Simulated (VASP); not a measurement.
# C (C2/m) in VASP: a series of runs, part 5 of 9

VASP 6.6.1.

### Step 42. Equation of state, PBEsol, 9.43 Å³/atom

Contents of INCAR:

```
PREC = Accurate
ENCUT = 460
EDIFF = 1E-6
ISMEAR = 0
SIGMA = 0.2
LREAL = F
LASPH = T
NELM = 100
ALGO = Normal
ISIF = 2
LWAVE = F
LCHARG = F
GGA = PS
ADDGRID = F
```

Contents of KPOINTS:

```
regular mesh
0
Gamma
  6 6 4
```

Contents of POSCAR:

```
C
1.0
    2.1483842544     -1.2404444432      0.0000000000
    2.1483842544      1.2404444432      0.0000000000
   -1.3927246737      0.0000000000      3.5375138202
C
2
Direct
    0.1666444700      0.1666444700      0.9999069600
    0.8333555300      0.8333555300      0.0000930400
```

Potentials or basis: VASP PAW PBE potentials, release 64 (C).

Run with:

```bash
$ cat potpaw_PBE.64/C/POTCAR > POTCAR
$ mpirun -np 1 vasp_std > vasp.out
```

It used 3.8 s of CPU time on 1 thread of Intel(R) Xeon(R) Platinum 8488C (Sapphire Rapids) (shared host), which was overloaded at the time.

These settings aren't checked as converged: the numbers below hold their error.

What came out:

```yaml
Free_energy: -19.2529 eV
Pressure: -6.3 GPa
Largest_force: 0.044 eV/Å
Band_gap_on_the_k_mesh: 0.45 eV, indirect (least direct gap 0.48 eV)
```

Caveat: the k mesh is coarse (spacing up to 0.50 Å⁻¹), so the values aren't converged; the cutoff is under 1.25 times the usual one of these potentials, so pressure, stress and relaxed cells hold a basis-set (Pulay) error; the PAW data sets were made with another functional, which shifts forces and pressure a little; this functional lacks dispersion, which binds the layers, so the pressure and a relaxed spacing across them are unreliable.

### Step 43. Equation of state, PBEsol, 8.88 Å³/atom

INCAR, as its differences from that of step 42:

```diff
@@ -4,3 +4,3 @@
 ISMEAR = 0
-SIGMA = 0.2
+SIGMA = 0.1
 LREAL = F
```

KPOINTS is that of step 42.

Contents of POSCAR:

```
C
1.0
    2.1058307541     -1.2158746984      0.0000000000
    2.1058307541      1.2158746984      0.0000000000
   -1.3651386822      0.0000000000      3.4674455374
C
2
Direct
    0.1666444700      0.1666444700      0.9999069600
    0.8333555300      0.8333555300      0.0000930400
```

Run with:

```bash
$ cat potpaw_PBE.64/C/POTCAR > POTCAR
$ mpirun -np 1 vasp_std > vasp.out
```

It used 3.6 s of CPU time on 1 thread of Intel(R) Xeon(R) Platinum 8488C (Sapphire Rapids) (shared host), which was overloaded at the time.

The run converged, but some of its settings lie outside the range that counts as converged, so its numbers aren't taken as properties of the crystal.

Results:

| Property | Result |
| --- | --- |
| Free energy | -19.2395 eV |
| Pressure | 10.1 GPa |
| Largest force | 0.055 eV/Å |
| Band gap on the k mesh | 0.50 eV, indirect (least direct gap 0.53 eV) |

Caveat: the k mesh is coarse (spacing up to 0.51 Å⁻¹), so the values aren't converged; the cutoff is under 1.25 times the usual one of these potentials, so pressure, stress and relaxed cells hold a basis-set (Pulay) error; the PAW data sets were made with another functional, which shifts forces and pressure a little; this functional lacks dispersion, which binds the layers, so the pressure and a relaxed spacing across them are unreliable.

### Step 44. Equation of state, PBEsol, 9.43 Å³/atom

INCAR is that of step 43.

KPOINTS is that of step 43.

Contents of POSCAR:

```
C
1.0
    2.1483842544     -1.2404444432      0.0000000000
    2.1483842544      1.2404444432      0.0000000000
   -1.3927246737      0.0000000000      3.5375138202
C
2
Direct
    0.1666444700      0.1666444700      0.9999069600
    0.8333555300      0.8333555300      0.0000930400
```

Run with:

```bash
$ cat potpaw_PBE.64/C/POTCAR > POTCAR
$ mpirun -np 1 vasp_std > vasp.out
```

It used 3.6 s of CPU time on 1 thread of Intel(R) Xeon(R) Platinum 8488C (Sapphire Rapids) (shared host), which was overloaded at the time.

These settings aren't checked as converged: the numbers below hold their error.

Results:

```yaml
Free_energy: -19.2524 eV
Pressure: -6.3 GPa
Largest_force: 0.049 eV/Å
Band_gap_on_the_k_mesh: 0.45 eV, indirect (least direct gap 0.48 eV)
```

Caveat: the k mesh is coarse (spacing up to 0.50 Å⁻¹), so the values aren't converged; the cutoff is under 1.25 times the usual one of these potentials, so pressure, stress and relaxed cells hold a basis-set (Pulay) error; the PAW data sets were made with another functional, which shifts forces and pressure a little; this functional lacks dispersion, which binds the layers, so the pressure and a relaxed spacing across them are unreliable.

### Step 45. Equation of state, PBEsol, 8.88 Å³/atom

INCAR, as its differences from that of step 44:

```diff
@@ -4,3 +4,3 @@
 ISMEAR = 0
-SIGMA = 0.1
+SIGMA = 0.01
 LREAL = F
```

KPOINTS is that of step 44.

Contents of POSCAR:

```
C
1.0
    2.1058307541     -1.2158746984      0.0000000000
    2.1058307541      1.2158746984      0.0000000000
   -1.3651386822      0.0000000000      3.4674455374
C
2
Direct
    0.1666444700      0.1666444700      0.9999069600
    0.8333555300      0.8333555300      0.0000930400
```

Potentials or basis: VASP PAW PBE potentials, release 64 (C).

Run with:

```bash
$ cat potpaw_PBE.64/C/POTCAR > POTCAR
$ mpirun -np 1 vasp_std > vasp.out
```

It used 3.3 s of CPU time on 1 thread of Intel(R) Xeon(R) Platinum 8488C (Sapphire Rapids) (shared host), which was overloaded at the time.

The run converged, but some of its settings lie outside the range that counts as converged, so its numbers aren't taken as properties of the crystal.

What came out:

* Free energy: -19.2395 eV
* Pressure: 10.1 GPa
* Largest force: 0.055 eV/Å
* Band gap on the k mesh: 0.50 eV, indirect (least direct gap 0.53 eV)

Caveat: the k mesh is coarse (spacing up to 0.51 Å⁻¹), so the values aren't converged; the cutoff is under 1.25 times the usual one of these potentials, so pressure, stress and relaxed cells hold a basis-set (Pulay) error; the PAW data sets were made with another functional, which shifts forces and pressure a little; this functional lacks dispersion, which binds the layers, so the pressure and a relaxed spacing across them are unreliable.

### Step 46. Equation of state, PBEsol, 9.43 Å³/atom

INCAR is that of step 45.

KPOINTS is that of step 45.

Contents of POSCAR:

```
C
1.0
    2.1483842544     -1.2404444432      0.0000000000
    2.1483842544      1.2404444432      0.0000000000
   -1.3927246737      0.0000000000      3.5375138202
C
2
Direct
    0.1666444700      0.1666444700      0.9999069600
    0.8333555300      0.8333555300      0.0000930400
```

Run with:

```bash
$ cat potpaw_PBE.64/C/POTCAR > POTCAR
$ mpirun -np 1 vasp_std > vasp.out
```

It used 3.4 s of CPU time on 1 thread of Intel(R) Xeon(R) Platinum 8488C (Sapphire Rapids), with other jobs on the host, which was overloaded at the time.

The run converged, but some of its settings lie outside the range that counts as converged, so its numbers aren't taken as properties of the crystal.

Results:

| Quantity | Value |
| --- | --- |
| Free energy | -19.2524 eV |
| Pressure | -6.3 GPa |
| Largest force | 0.049 eV/Å |
| Band gap on the k mesh | 0.45 eV, indirect (least direct gap 0.48 eV) |

Caveat: the k mesh is coarse (spacing up to 0.50 Å⁻¹), so the values aren't converged; the cutoff is under 1.25 times the usual one of these potentials, so pressure, stress and relaxed cells hold a basis-set (Pulay) error; the PAW data sets were made with another functional, which shifts forces and pressure a little; this functional lacks dispersion, which binds the layers, so the pressure and a relaxed spacing across them are unreliable.

### Step 47. Equation of state, PBEsol, 8.88 Å³/atom

Contents of INCAR:

```
PREC = Low
ENCUT = 460
EDIFF = 1E-6
ISMEAR = 0
SIGMA = 0.05
LREAL = F
LASPH = T
NELM = 100
ALGO = Normal
ISIF = 2
LWAVE = F
LCHARG = F
GGA = PS
ADDGRID = F
```

KPOINTS is that of step 46.

Contents of POSCAR:

```
C
1.0
    2.1058307541     -1.2158746984      0.0000000000
    2.1058307541      1.2158746984      0.0000000000
   -1.3651386822      0.0000000000      3.4674455374
C
2
Direct
    0.1666444700      0.1666444700      0.9999069600
    0.8333555300      0.8333555300      0.0000930400
```

Run with:

```bash
$ cat potpaw_PBE.64/C/POTCAR > POTCAR
$ mpirun -np 1 vasp_std > vasp.out
```

It used 1.9 s of CPU time on 1 thread of Intel(R) Xeon(R) Platinum 8488C (Sapphire Rapids) (shared host), which was overloaded at the time.

These settings aren't checked as converged: the numbers below hold their error.

Results:

```yaml
Free_energy: -19.2399 eV
Pressure: 10.1 GPa
Largest_force: 0.055 eV/Å
Band_gap_on_the_k_mesh: 0.50 eV, indirect (least direct gap 0.53 eV)
```

Caveat: the k mesh is coarse (spacing up to 0.51 Å⁻¹), so the values aren't converged; the cutoff is under 1.25 times the usual one of these potentials, so pressure, stress and relaxed cells hold a basis-set (Pulay) error; the PAW data sets were made with another functional, which shifts forces and pressure a little; this functional lacks dispersion, which binds the layers, so the pressure and a relaxed spacing across them are unreliable.

### Step 48. Equation of state, PBEsol, 9.43 Å³/atom

INCAR is that of step 47.

KPOINTS is that of step 47.

Contents of POSCAR:

```
C
1.0
    2.1483842544     -1.2404444432      0.0000000000
    2.1483842544      1.2404444432      0.0000000000
   -1.3927246737      0.0000000000      3.5375138202
C
2
Direct
    0.1666444700      0.1666444700      0.9999069600
    0.8333555300      0.8333555300      0.0000930400
```

Potentials or basis: VASP PAW PBE potentials, release 64 (C).

Run with:

```bash
$ cat potpaw_PBE.64/C/POTCAR > POTCAR
$ mpirun -np 1 vasp_std > vasp.out
```

It used 2 s of CPU time on 1 thread of Intel(R) Xeon(R) Platinum 8488C (Sapphire Rapids), with other jobs on the host, which was overloaded at the time.

These settings aren't checked as converged: the numbers below hold their error.

Results:

| Property | Result |
| --- | --- |
| Free energy | -19.2529 eV |
| Pressure | -6.3 GPa |
| Largest force | 0.050 eV/Å |
| Band gap on the k mesh | 0.45 eV, indirect (least direct gap 0.48 eV) |

Caveat: the k mesh is coarse (spacing up to 0.50 Å⁻¹), so the values aren't converged; the cutoff is under 1.25 times the usual one of these potentials, so pressure, stress and relaxed cells hold a basis-set (Pulay) error; the PAW data sets were made with another functional, which shifts forces and pressure a little; this functional lacks dispersion, which binds the layers, so the pressure and a relaxed spacing across them are unreliable.

### Step 49. Equation of state, PBEsol, 8.88 Å³/atom

INCAR, as its differences from that of step 48:

```diff
@@ -1,2 +1,2 @@
-PREC = Low
+PREC = Normal
 ENCUT = 460
```

KPOINTS is that of step 48.

Contents of POSCAR:

```
C
1.0
    2.1058307541     -1.2158746984      0.0000000000
    2.1058307541      1.2158746984      0.0000000000
   -1.3651386822      0.0000000000      3.4674455374
C
2
Direct
    0.1666444700      0.1666444700      0.9999069600
    0.8333555300      0.8333555300      0.0000930400
```

Run with:

```bash
$ cat potpaw_PBE.64/C/POTCAR > POTCAR
$ mpirun -np 1 vasp_std > vasp.out
```

Run time: 7.8 s. Hardware: 1 thread of Intel Xeon Platinum 8488C (Sapphire Rapids), shared host; peak memory 0.1 GiB.

The run converged, but some of its settings lie outside the range that counts as converged, so its numbers aren't taken as properties of the crystal.

What came out:

```
Free energy            : -19.2396 eV
Pressure               : 10.1 GPa
Largest force          : 0.055 eV/Å
Band gap on the k mesh : 0.50 eV, indirect (least direct gap 0.53 eV)
```

Caveat: the k mesh is coarse (spacing up to 0.51 Å⁻¹), so the values aren't converged; the cutoff is under 1.25 times the usual one of these potentials, so pressure, stress and relaxed cells hold a basis-set (Pulay) error; the PAW data sets were made with another functional, which shifts forces and pressure a little; this functional lacks dispersion, which binds the layers, so the pressure and a relaxed spacing across them are unreliable.

### Step 50. Equation of state, PBEsol, 9.43 Å³/atom

INCAR is that of step 49.

KPOINTS is that of step 49.

Contents of POSCAR:

```
C
1.0
    2.1483842544     -1.2404444432      0.0000000000
    2.1483842544      1.2404444432      0.0000000000
   -1.3927246737      0.0000000000      3.5375138202
C
2
Direct
    0.1666444700      0.1666444700      0.9999069600
    0.8333555300      0.8333555300      0.0000930400
```

Run with:

```bash
$ cat potpaw_PBE.64/C/POTCAR > POTCAR
$ mpirun -np 1 vasp_std > vasp.out
```

It used 2.1 s of CPU time on 1 thread of Intel(R) Xeon(R) Platinum 8488C (Sapphire Rapids) (shared host), which was overloaded at the time.

These settings aren't checked as converged: the numbers below hold their error.

What came out:

```yaml
Free_energy: -19.2526 eV
Pressure: -6.3 GPa
Largest_force: 0.048 eV/Å
Band_gap_on_the_k_mesh: 0.45 eV, indirect (least direct gap 0.48 eV)
```

Caveat: the k mesh is coarse (spacing up to 0.50 Å⁻¹), so the values aren't converged; the cutoff is under 1.25 times the usual one of these potentials, so pressure, stress and relaxed cells hold a basis-set (Pulay) error; the PAW data sets were made with another functional, which shifts forces and pressure a little; this functional lacks dispersion, which binds the layers, so the pressure and a relaxed spacing across them are unreliable.

### Step 51. Equation of state, PBEsol, 8.88 Å³/atom

INCAR, as its differences from that of step 50:

```diff
@@ -1,2 +1,2 @@
-PREC = Normal
+PREC = Accurate
 ENCUT = 460
@@ -5,3 +5,3 @@
 SIGMA = 0.05
-LREAL = F
+LREAL = Auto
 LASPH = T
```

KPOINTS is that of step 50.

Contents of POSCAR:

```
C
1.0
    2.1058307541     -1.2158746984      0.0000000000
    2.1058307541      1.2158746984      0.0000000000
   -1.3651386822      0.0000000000      3.4674455374
C
2
Direct
    0.1666444700      0.1666444700      0.9999069600
    0.8333555300      0.8333555300      0.0000930400
```

Potentials or basis: VASP PAW PBE potentials, release 64 (C).

Run with:

```bash
$ cat potpaw_PBE.64/C/POTCAR > POTCAR
$ mpirun -np 1 vasp_std > vasp.out
```

It used 5.6 s of CPU time on 1 thread of Intel(R) Xeon(R) Platinum 8488C (Sapphire Rapids) (shared host), which was overloaded at the time.

The run converged, but some of its settings lie outside the range that counts as converged, so its numbers aren't taken as properties of the crystal.

What came out:

* Free energy: -19.2397 eV
* Pressure: 10.2 GPa
* Largest force: 0.055 eV/Å
* Band gap on the k mesh: 0.50 eV, indirect (least direct gap 0.53 eV)

Caveat: the k mesh is coarse (spacing up to 0.51 Å⁻¹), so the values aren't converged; the cutoff is under 1.25 times the usual one of these potentials, so pressure, stress and relaxed cells hold a basis-set (Pulay) error; the PAW data sets were made with another functional, which shifts forces and pressure a little; this functional lacks dispersion, which binds the layers, so the pressure and a relaxed spacing across them are unreliable.

### Step 52. Equation of state, PBEsol, 9.43 Å³/atom

INCAR is that of step 51.

KPOINTS is that of step 51.

Contents of POSCAR:

```
C
1.0
    2.1483842544     -1.2404444432      0.0000000000
    2.1483842544      1.2404444432      0.0000000000
   -1.3927246737      0.0000000000      3.5375138202
C
2
Direct
    0.1666444700      0.1666444700      0.9999069600
    0.8333555300      0.8333555300      0.0000930400
```

Run with:

```bash
$ cat potpaw_PBE.64/C/POTCAR > POTCAR
$ mpirun -np 1 vasp_std > vasp.out
```

It used 5.7 s of CPU time on 1 thread of Intel(R) Xeon(R) Platinum 8488C (Sapphire Rapids), with other jobs on the host, which was overloaded at the time.

The run converged, but some of its settings lie outside the range that counts as converged, so its numbers aren't taken as properties of the crystal.

What came out:

| Quantity | Value |
| --- | --- |
| Free energy | -19.2527 eV |
| Pressure | -6.3 GPa |
| Largest force | 0.049 eV/Å |
| Band gap on the k mesh | 0.45 eV, indirect (least direct gap 0.48 eV) |

Caveat: the k mesh is coarse (spacing up to 0.50 Å⁻¹), so the values aren't converged; the cutoff is under 1.25 times the usual one of these potentials, so pressure, stress and relaxed cells hold a basis-set (Pulay) error; the PAW data sets were made with another functional, which shifts forces and pressure a little; this functional lacks dispersion, which binds the layers, so the pressure and a relaxed spacing across them are unreliable.

### Step 53. Equation of state, PBEsol, 8.88 Å³/atom

INCAR, as its differences from that of step 52:

```diff
@@ -2,6 +2,6 @@
 ENCUT = 460
-EDIFF = 1E-6
+EDIFF = 0.01
 ISMEAR = 0
 SIGMA = 0.05
-LREAL = Auto
+LREAL = F
 LASPH = T
```

KPOINTS is that of step 52.

Contents of POSCAR:

```
C
1.0
    2.1058307541     -1.2158746984      0.0000000000
    2.1058307541      1.2158746984      0.0000000000
   -1.3651386822      0.0000000000      3.4674455374
C
2
Direct
    0.1666444700      0.1666444700      0.9999069600
    0.8333555300      0.8333555300      0.0000930400
```

Run with:

```bash
$ cat potpaw_PBE.64/C/POTCAR > POTCAR
$ mpirun -np 1 vasp_std > vasp.out
```

It used 2.5 s of CPU time on 1 thread of Intel(R) Xeon(R) Platinum 8488C (Sapphire Rapids), on a shared host, which was overloaded at the time.

These settings aren't checked as converged: the numbers below hold their error.

Results:

```
Free energy            : -19.2395 eV
Pressure               : 10.9 GPa
Largest force          : 0.055 eV/Å
Band gap on the k mesh : 0.50 eV, indirect (least direct gap 0.53 eV)
```

Caveat: the k mesh is coarse (spacing up to 0.51 Å⁻¹), so the values aren't converged; the cutoff is under 1.25 times the usual one of these potentials, so pressure, stress and relaxed cells hold a basis-set (Pulay) error; the PAW data sets were made with another functional, which shifts forces and pressure a little; this functional lacks dispersion, which binds the layers, so the pressure and a relaxed spacing across them are unreliable.

### Step 54. Equation of state, PBEsol, 9.43 Å³/atom

INCAR is that of step 53.

KPOINTS is that of step 53.

Contents of POSCAR:

```
C
1.0
    2.1483842544     -1.2404444432      0.0000000000
    2.1483842544      1.2404444432      0.0000000000
   -1.3927246737      0.0000000000      3.5375138202
C
2
Direct
    0.1666444700      0.1666444700      0.9999069600
    0.8333555300      0.8333555300      0.0000930400
```

Potentials or basis: VASP PAW PBE potentials, release 64 (C).

Run with:

```bash
$ cat potpaw_PBE.64/C/POTCAR > POTCAR
$ mpirun -np 1 vasp_std > vasp.out
```

It used 2.7 s of CPU time on 1 thread of Intel(R) Xeon(R) Platinum 8488C (Sapphire Rapids), on a shared host, which was overloaded at the time.

These settings aren't checked as converged: the numbers below hold their error.

What came out:

- Free energy: -19.2524 eV
- Pressure: -5.7 GPa
- Largest force: 0.048 eV/Å
- Band gap on the k mesh: 0.45 eV, indirect (least direct gap 0.48 eV)

Caveat: the k mesh is coarse (spacing up to 0.50 Å⁻¹), so the values aren't converged; the cutoff is under 1.25 times the usual one of these potentials, so pressure, stress and relaxed cells hold a basis-set (Pulay) error; the PAW data sets were made with another functional, which shifts forces and pressure a little; this functional lacks dispersion, which binds the layers, so the pressure and a relaxed spacing across them are unreliable.

### Step 55. Equation of state, PBEsol, 8.88 Å³/atom

INCAR, as its differences from that of step 54:

```diff
@@ -2,3 +2,3 @@
 ENCUT = 460
-EDIFF = 0.01
+EDIFF = 0.001
 ISMEAR = 0
```

KPOINTS is that of step 54.

Contents of POSCAR:

```
C
1.0
    2.1058307541     -1.2158746984      0.0000000000
    2.1058307541      1.2158746984      0.0000000000
   -1.3651386822      0.0000000000      3.4674455374
C
2
Direct
    0.1666444700      0.1666444700      0.9999069600
    0.8333555300      0.8333555300      0.0000930400
```

Run with:

```bash
$ cat potpaw_PBE.64/C/POTCAR > POTCAR
$ mpirun -np 1 vasp_std > vasp.out
```

It used 2.9 s of CPU time on 1 thread of Intel(R) Xeon(R) Platinum 8488C (Sapphire Rapids), with other jobs on the host, which was overloaded at the time.

These settings aren't checked as converged: the numbers below hold their error.

Results:

```
Free energy            : -19.2394 eV
Pressure               : 10.3 GPa
Largest force          : 0.055 eV/Å
Band gap on the k mesh : 0.50 eV, indirect (least direct gap 0.53 eV)
```

Caveat: the k mesh is coarse (spacing up to 0.51 Å⁻¹), so the values aren't converged; the cutoff is under 1.25 times the usual one of these potentials, so pressure, stress and relaxed cells hold a basis-set (Pulay) error; the PAW data sets were made with another functional, which shifts forces and pressure a little; this functional lacks dispersion, which binds the layers, so the pressure and a relaxed spacing across them are unreliable.

### Step 56. Equation of state, PBEsol, 9.43 Å³/atom

INCAR is that of step 55.

KPOINTS is that of step 55.

Contents of POSCAR:

```
C
1.0
    2.1483842544     -1.2404444432      0.0000000000
    2.1483842544      1.2404444432      0.0000000000
   -1.3927246737      0.0000000000      3.5375138202
C
2
Direct
    0.1666444700      0.1666444700      0.9999069600
    0.8333555300      0.8333555300      0.0000930400
```

Run with:

```bash
$ cat potpaw_PBE.64/C/POTCAR > POTCAR
$ mpirun -np 1 vasp_std > vasp.out
```

It used 2.9 s of CPU time on 1 thread of Intel(R) Xeon(R) Platinum 8488C (Sapphire Rapids) (shared host), which was overloaded at the time.

These settings aren't checked as converged: the numbers below hold their error.

Results:

| Property | Result |
| --- | --- |
| Free energy | -19.2524 eV |
| Pressure | -6.1 GPa |
| Largest force | 0.049 eV/Å |
| Band gap on the k mesh | 0.45 eV, indirect (least direct gap 0.48 eV) |

Caveat: the k mesh is coarse (spacing up to 0.50 Å⁻¹), so the values aren't converged; the cutoff is under 1.25 times the usual one of these potentials, so pressure, stress and relaxed cells hold a basis-set (Pulay) error; the PAW data sets were made with another functional, which shifts forces and pressure a little; this functional lacks dispersion, which binds the layers, so the pressure and a relaxed spacing across them are unreliable.

(Part 5 of 9 ends here.)
